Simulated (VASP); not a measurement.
The system is HfN.

```
Hf N
1.0
     3.13391    0.00000    0.00000
    -1.56695    2.71404    0.00000
     0.00000    0.00000    5.41677
Hf N
2 2
Direct
  0.33333 0.66667 0.25000
  0.66667 0.33333 0.75000
  0.00000 0.00000 0.50000
  0.00000 0.00000 0.00000
```

The cell comes from a database or a generator and needn't be the stable form of this composition.

* Program: VASP 6.6.1
* Task: single point
* Functional: PBE
* Potentials or basis: VASP PAW PBE potentials, release 64 (Hf_pv, N)
* Cutoff: 520 eV
* k mesh: 10 × 10 × 5
* Occupations: fermi-dirac, width 0.05 eV
* Spin: no spin polarisation

On this cell: pressure 3.8 GPa; largest force under 0.003 eV/Å; band gap on the k mesh none (metal or under the smearing width).

The same run follows on a disturbed copy (atoms moved at random, drawn with an rms of 0.05 Å):

```xyz
4
Lattice="3.1339 0.0000 0.0000 -1.5670 2.7140 0.0000 0.0000 0.0000 5.4168" Properties=species:S:1:pos:R:3 pbc="T T T"
Hf    0.0206    1.7754    1.3568
Hf    1.5469    0.9110    4.0622
N     0.0295   -0.0096    2.6638
N     0.0109    0.0061   -0.0361
```

Q: What changes?

A: The energy (extrapolated to zero smearing) moves by +8.0 meV/atom; pressure 4.2 GPa; largest force 0.581 eV/Å; band gap on the k mesh none (metal or under the smearing width).

Forces in eV/Å, atoms in the order of the input:
```
Hf  -0.010  0.316 -0.451
Hf   0.389 -0.074 -0.382
N   -0.280 -0.044  0.507
N   -0.099 -0.198  0.326
```

Stress tensor (GPa, compression positive):
```
 4.58 -0.34 -0.10
-0.34  4.13 -0.03
-0.10 -0.03  3.96
```
